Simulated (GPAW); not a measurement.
# Pd (Im-3m) in GPAW: phonons with vdW-DF2

Aim: the phonons of Pd with vdW-DF2.

Program: GPAW 26.7.0. These are calculated values, not measurements. Logs are shortened: lines on timing, memory, paths and dates and some standing lists are left out, and cuts for length are marked. The log counts tension as positive stress, the text compression.

### 1 The structure

Symmetry: Im-3m, No. 229, cubic system. Conventional cell: a = 3.145 Å, b = 3.145 Å, c = 3.145 Å, α = 90.00°, β = 90.00°, γ = 90.00°. Around Pd (site symmetry m-3m) lie 8 Pd at 2.72 Å.

This isn't the form of Pd at room conditions, which is fcc.

### 2 Phonons, vdW-DF2

run.py reads:

```python
import json
import numpy as np
from ase import Atoms
from ase.io import write
from phonopy import Phonopy
from phonopy.structure.atoms import PhonopyAtoms
from gpaw import GPAW, PW

atoms = Atoms(['Pd'],
              cell=[[-1.572281, 1.572281, 1.572281],
                    [1.572281, -1.572281, 1.572281],
                    [1.572281, 1.572281, -1.572281]],
              scaled_positions=[[0.0, 0.0, 0.0]],
              pbc=True)

calc = GPAW(mode=PW(600),
            xc={'name': 'vdW-DF2', 'backend': 'libvdwxc'},
            kpts={'size': (10, 10, 10), 'gamma': True},
            occupations={'name': 'fermi-dirac', 'width': 0.05},
            nbands=17,
            convergence={'density': 1e-06, 'eigenstates': 1e-09},
            maxiter=150,
            txt='gpaw.txt')
atoms.calc = calc
energy = atoms.get_potential_energy()
forces = atoms.get_forces()
calc.write('gs.gpw')
write('result.traj', atoms)
print('Cell:', atoms.cell.cellpar().round(4))
print(atoms.get_scaled_positions().round(5))

def force_constants(scale):
    unit = PhonopyAtoms(symbols=atoms.get_chemical_symbols(), cell=atoms.cell[:] * scale**(1 / 3),
                        scaled_positions=atoms.get_scaled_positions())
    ph = Phonopy(unit, supercell_matrix=np.diag([2, 2, 2]), primitive_matrix=np.eye(3), symprec=1e-4)
    ph.generate_displacements(distance=0.03)
    forces = []
    for i, sc in enumerate(ph.supercells_with_displacements):
        a = Atoms(sc.symbols, cell=sc.cell, scaled_positions=sc.scaled_positions, pbc=True)
        c = GPAW(mode=PW(600),
                 xc={'name': 'vdW-DF2', 'backend': 'libvdwxc'},
                 kpts={'size': (5, 5, 5), 'gamma': True},
                 occupations={'name': 'fermi-dirac', 'width': 0.05},
                 nbands=94,
                 convergence={'density': 1e-06, 'eigenstates': 1e-09},
                 maxiter=150,
                 txt=f'disp-{scale:.3f}-{i:02d}.txt')
        a.calc = c
        f = a.get_forces()
        forces.append(f - f.mean(axis=0))
        print(f'displacement {i}: drift', f.mean(axis=0).round(5), flush=True)
    ph.forces = forces
    ph.produce_force_constants()
    ph.symmetrize_force_constants()
    return ph

qpoints = [[0.0, 0.0, 0.0], [0.0, 0.0, 0.5], [0.0, 0.5, 0.0], [0.0, 0.5, 0.5], [0.5, 0.0, 0.0], [0.5, 0.0, 0.5], [0.5, 0.5, 0.0], [0.5, 0.5, 0.5]]
results = {}
for scale in [1.0]:
    ph = force_constants(scale)
    ph.run_qpoints(qpoints)
    nu = ph.qpoints.frequencies * 33.35641  # THz to cm^-1
    results[f'{scale:.3f}'] = nu.tolist()
    for qp, f in zip(qpoints, nu):
        print(scale, np.round(qp, 4), f.round(2))

path = atoms.cell.bandpath('GHNGPH,PN', npoints=60, eps=1e-4)
ph.run_qpoints(path.kpts)
results['path'] = (ph.qpoints.frequencies * 33.35641).tolist()
results['path_q'] = path.kpts.tolist()
x, ticks, names = path.get_linear_kpoint_axis()
results['axis'] = [x.tolist(), list(ticks), names]
ph.run_mesh([15, 15, 15], is_gamma_center=True)
ph.run_thermal_properties(temperatures=[0, 100, 200, 300, 500, 800], cutoff_frequency=0.05)
tp = ph.thermal_properties
results['thermal'] = [list(v) for v in (tp.temperatures, tp.free_energy, tp.entropy, tp.heat_capacity)]
for t, fv, s, cv in zip(*results['thermal']):
    print(f'{t:6.0f} K  F {fv:9.4f} kJ/mol  S {s:9.4f} J/K/mol  Cv {cv:9.4f} J/K/mol')
json.dump(results, open('phonons.json', 'w'))
```

Potentials or basis: GPAW PAW data sets (gpaw-data 1.2.1), pw.

The run is started by

```sh
$ OMP_NUM_THREADS=1 python run.py
```

gpaw.txt:

```text
__  _  _
 | _ |_)|_||  |
 |__||  | ||/\| - 26.7.0

Input parameters:
  mode=PW(ecut=600.0),
  convergence={'density': 1e-06, 'eigenstates': 1e-09},
  kpts=MonkhorstPack(size=(10, 10, 10), gamma=True),
  maxiter=150,
  nbands=17,
  occupations=Occupations(name='fermi-dirac', width=0.05),
  xc=XC(name='vdW-DF2', backend='libvdwxc')

Diagonalizing LCAO Hamiltonian
Converting LCAO to pw mode

       Pd

Atoms  # Å, Bohr magnetons
|   | symbol |        x |        y |        z |    initial magnetic moments |
|---|--------|----------|----------|----------|-----------------------------|
| 0 |     Pd | 0.000000 | 0.000000 | 0.000000 | ( 0.0000,  0.0000,  0.0000) |

Unit cell  # Å
| periodic |         x |         y |         z |  lengths |     angles |
|----------|-----------|-----------|-----------|----------|------------|
|      yes | -1.572281 |  1.572281 |  1.572281 | 2.723271 | 109.471221 |
|      yes |  1.572281 | -1.572281 |  1.572281 | 2.723271 | 109.471221 |
|      yes |  1.572281 |  1.572281 | -1.572281 | 2.723271 | 109.471221 |

Number of symmetries: 48
Symmetry operations  # r_c * U_cc + t_c -> r_c
|    | kind |            matrix            |
|----|------|------------------------------|
|  0 |  σ   |  1, 1, 1,  0, 0,-1,  0,-1, 0 |
|  1 |  C4  |  1, 1, 1,  0, 0,-1, -1, 0, 0 |
|  2 |  C2  |  1, 1, 1,  0,-1, 0,  0, 0,-1 |
|  3 |  S6  |  1, 1, 1,  0,-1, 0, -1, 0, 0 |
|  4 |  S6  |  1, 1, 1, -1, 0, 0,  0, 0,-1 |
|  5 |  C4  |  1, 1, 1, -1, 0, 0,  0,-1, 0 |
|  6 |  E   |  1, 0, 0,  0, 1, 0,  0, 0, 1 |
|  7 |  σ   |  1, 0, 0,  0, 1, 0, -1,-1,-1 |
|  8 |  σ   |  1, 0, 0,  0, 0, 1,  0, 1, 0 |
|  9 |  C3  |  1, 0, 0,  0, 0, 1, -1,-1,-1 |
| 10 |  C3  |  1, 0, 0, -1,-1,-1,  0, 1, 0 |
| 11 |  σ   |  1, 0, 0, -1,-1,-1,  0, 0, 1 |
| 12 |  σ   |  0, 1, 0,  1, 0, 0,  0, 0, 1 |
| 13 |  C2  |  0, 1, 0,  1, 0, 0, -1,-1,-1 |
| 14 |  C3  |  0, 1, 0,  0, 0, 1,  1, 0, 0 |
| 15 |  S4  |  0, 1, 0,  0, 0, 1, -1,-1,-1 |
| 16 |  S4  |  0, 1, 0, -1,-1,-1,  1, 0, 0 |
| 17 |  C3  |  0, 1, 0, -1,-1,-1,  0, 0, 1 |
| 18 |  C3  |  0, 0, 1,  1, 0, 0,  0, 1, 0 |
| 19 |  S4  |  0, 0, 1,  1, 0, 0, -1,-1,-1 |
| 20 |  σ   |  0, 0, 1,  0, 1, 0,  1, 0, 0 |
| 21 |  C3  |  0, 0, 1,  0, 1, 0, -1,-1,-1 |
| 22 |  C2  |  0, 0, 1, -1,-1,-1,  1, 0, 0 |
| 23 |  S4  |  0, 0, 1, -1,-1,-1,  0, 1, 0 |
| 24 |  C4  |  0, 0,-1,  1, 1, 1,  0,-1, 0 |
| 25 |  σ   |  0, 0,-1,  1, 1, 1, -1, 0, 0 |
| 26 |  S6  |  0, 0,-1,  0,-1, 0,  1, 1, 1 |
| 27 |  C2  |  0, 0,-1,  0,-1, 0, -1, 0, 0 |
| 28 |  C4  |  0, 0,-1, -1, 0, 0,  1, 1, 1 |
| 29 |  S6  |  0, 0,-1, -1, 0, 0,  0,-1, 0 |
| 30 |  S6  |  0,-1, 0,  1, 1, 1,  0, 0,-1 |
| 31 |  C4  |  0,-1, 0,  1, 1, 1, -1, 0, 0 |
| 32 |  C4  |  0,-1, 0,  0, 0,-1,  1, 1, 1 |
| 33 |  S6  |  0,-1, 0,  0, 0,-1, -1, 0, 0 |
| 34 |  σ   |  0,-1, 0, -1, 0, 0,  1, 1, 1 |
| 35 |  C2  |  0,-1, 0, -1, 0, 0,  0, 0,-1 |
| 36 |  C2  | -1, 0, 0,  1, 1, 1,  0, 0,-1 |
| 37 |  S6  | -1, 0, 0,  1, 1, 1,  0,-1, 0 |
| 38 |  S6  | -1, 0, 0,  0, 0,-1,  1, 1, 1 |
| 39 |  C2  | -1, 0, 0,  0, 0,-1,  0,-1, 0 |
| 40 |  C2  | -1, 0, 0,  0,-1, 0,  1, 1, 1 |
| 41 |  i   | -1, 0, 0,  0,-1, 0,  0, 0,-1 |
| 42 |  S4  | -1,-1,-1,  1, 0, 0,  0, 1, 0 |
| 43 |  C3  | -1,-1,-1,  1, 0, 0,  0, 0, 1 |
| 44 |  C3  | -1,-1,-1,  0, 1, 0,  1, 0, 0 |
| 45 |  σ   | -1,-1,-1,  0, 1, 0,  0, 0, 1 |
| 46 |  S4  | -1,-1,-1,  0, 0, 1,  1, 0, 0 |
| 47 |  C2  | -1,-1,-1,  0, 0, 1,  0, 1, 0 |

BZ-sampling:
  Number of BZ points: 1000
  Number of IBZ points: 47

  Monkhorst-Pack size: [10, 10, 10]
  Monkhorst-Pack shift: [0.05, 0.05, 0.05]

K-points  # in reciprocal-cell coordinates
|     |                                coordinates |     weight |
|-----|--------------------------------------------|------------|
|   0 | (  0.00000000,   0.00000000,   0.00000000) | 0.00100000 |
|   1 | (  0.10000000,   0.00000000,   0.00000000) | 0.01200000 |
|   2 | (  0.10000000,   0.10000000,  -0.10000000) | 0.00600000 |
|   3 | (  0.20000000,   0.00000000,  -0.10000000) | 0.02400000 |
|   4 | (  0.20000000,   0.00000000,   0.00000000) | 0.01200000 |
|   5 | (  0.20000000,   0.10000000,  -0.10000000) | 0.02400000 |
|   6 | (  0.20000000,   0.20000000,  -0.20000000) | 0.00600000 |
|   7 | (  0.30000000,  -0.10000000,  -0.10000000) | 0.00800000 |
|   8 | (  0.30000000,   0.00000000,  -0.10000000) | 0.04800000 |
|   9 | (  0.30000000,   0.00000000,   0.00000000) | 0.01200000 |
| ... |                                            |            |
|  46 | (  0.50000000,   0.50000000,   0.50000000) | 0.00100000 |

Plane wave coefficients: 535
Cutoff: 600.0 eV

Spin-components: 1 (collinear spins)
Bands:           17
Projectors:      6
Spin-degeneracy: 2
Datatype:        complex128

Parallelization:
  kpt:    1
  domain: 1
  band:   1

Density:
  Valence electrons: 16.0
  Components: 1
  Grid points: [16 16 16]
  Charge: 0.0  # |e|

Potential:
  Grid points: [16 16 16]

species:
  Pd:
    name:    Palladium
    Z:       46.0
    valence: 16
    core:    30
    charge:  0.0  # [|e|]
    compensation charges:
      type: gauss
      rc: 0.38  # [Å]
      lmax: 2
    cutoffs:
      filter: 2.38  # [Å]
      core: 2.28  # [Å]
    projectors
    | kind |    occ | energy [eV] | rcut [Å] |
    |------|--------|-------------|----------|
    |   5s |  0.000 |      -3.315 |    1.228 |
    |   4p |  6.000 |     -51.209 |    1.360 |
    |   5p |  0.000 |      -0.314 |    1.360 |
    |   4d | 10.000 |      -4.047 |    1.228 |
    |    s |        |      23.896 |    1.228 |
    |    d |        |      23.165 |    1.228 |

    Using partial waves for Pd as LCAO basis

Reference energy: -137227.490718  # eV

eigensolver:
  PPCG
  Converge bands: occupied
  niter=2

density mixing:
  MSR1-Mixer
  Pratt-step length: 0.05
  Maximum mixing coefficient: 0.75
  Old densities: 10
  SVD Regularization: 0.005
  Good broyden scale: 1.0
  Trust region scale: 1.0
  Backstep threshold: 4.0
  History deletion threshold: 6.0
  Fourier metric: weight=20.0, sigma=0.015

occupation numbers:
  Fermi-Dirac:
    width: 0.0500  # eV

poisson solver:
  ecut: 4800.0  # eV

xc functional:
  name: vdW-DF2 with libvdwxc
  Mode: serial
  Semilocal: GGA_X_RPW86+LDA_C_PW with 2 nearest neighbor stencil
  Local blocksize: 32 x 32 x 32
  PAW datasets: PBE

convergence criteria:
- Maximum integral of absolute [dens]ity change: 1e-06 electrons / valence electron
- Maximum integral of absolute [eigenst]ate change: 1e-09 eV^2 / valence electron
- Maximum [total energy] change in last 3 cyles: 0.0005 eV / valence electron
maximum number of iterations: 150

SCF iterations
|iter     | |      energy | eigst |  dens |
|---------|-|-------------|-------|-------|
|iter:   1| | -100.826908 | -0.16 |       |
|iter:   2| | -100.626086 | -2.51 | -1.06 |
|iter:   3| | -100.040139 | -1.51 | -1.12 |
|iter:   4| | -100.030272 | -3.46 | -2.15 |
|iter:   5| | -100.027050 | -3.58 | -2.31 |
|iter:   6| | -100.027072c| -5.24 | -3.48 |
|iter:   7| | -100.027079c| -5.63 | -3.92 |
|iter:   8| | -100.027080c| -8.36 | -4.75 |
|iter:   9| | -100.027080c| -9.11c| -5.15 |
|iter:  10| | -100.027080c| -9.45c| -6.30c|

Converged in 10 steps
Energy contributions relative to reference atoms: (reference = -137227.490718)

Energy contributions:
  Kinetic:           5.609091
  Coulomb:          -8.824874
  Zero:             -0.381613
  External:          0.000000
  Xc:              -96.423627
  Entropy:          -0.012113
  Spinorbit:         0.000000
  ----------------------------
  Free energy:    -100.033136
  Extrapolated:   -100.027080

dipole moment: (-4.612906, -4.612906, -4.612906)  # |e|*Ang

Fermi level: 8.835
Eigenvalues  # (at kpt = [0.000, 0.000, 0.000])
| band index |      eig [eV] | occ [0-2] |
|------------|---------------|-----------|
|          0 |       -40.766 |     2.000 |
|          1 |       -40.766 |     2.000 |
|          2 |       -40.766 |     2.000 |
|          3 |         2.432 |     2.000 |
|          4 |         6.128 |     2.000 |
|          5 |         6.128 |     2.000 |
[... 9 lines left out ...]
|         15 |        39.832 |     0.000 |
|         16 |        39.832 |     0.000 |

No gap
No difference between direct/indirect transitions

Forces  # eV/Ang
|       x |       y |       z |
|---------|---------|---------|
| 0.00000 | 0.00000 | 0.00000 |  # Pd   0

# Writing to gs.gpw (mode='')
```

Wall time 4.1 min (1 thread of Arm Neoverse V2, shared host); peak memory 0.45 GiB.

Results:

```
Free energy              : -100.0331 eV
Band gap on the k mesh   : none (metal or under the smearing width)
Highest phonon frequency : 235 cm⁻¹
```

Levels at points of the mesh, in eV from the Fermi level:
```tsv
k point	band 6	band 7	band 8	band 9	band 10	band 11
(0.00, 0.00, 0.00)	-2.71	-2.71	-0.94	-0.94	20.04	20.04
(0.50, 0.50, 0.00)	-1.00	-0.74	0.53	1.90	7.59	15.66
(0.50, 0.50, 0.50)	0.17	0.17	0.17	9.49	9.49	9.49
```

Phonon frequencies in cm⁻¹ (negative: imaginary):
```csv
q point,frequencies
"(0.000, 0.000, 0.000)",0 0 0
"(0.000, 0.000, 0.500)",35 149 235
"(0.000, 0.500, 0.000)",35 149 235
"(0.000, 0.500, 0.500)",35 149 235
"(0.500, 0.000, 0.000)",35 149 235
"(0.500, 0.000, 0.500)",35 149 235
"(0.500, 0.500, 0.000)",35 149 235
"(0.500, 0.500, 0.500)",205 205 205
```

Caveat: phonon bands are interpolated from a small supercell.
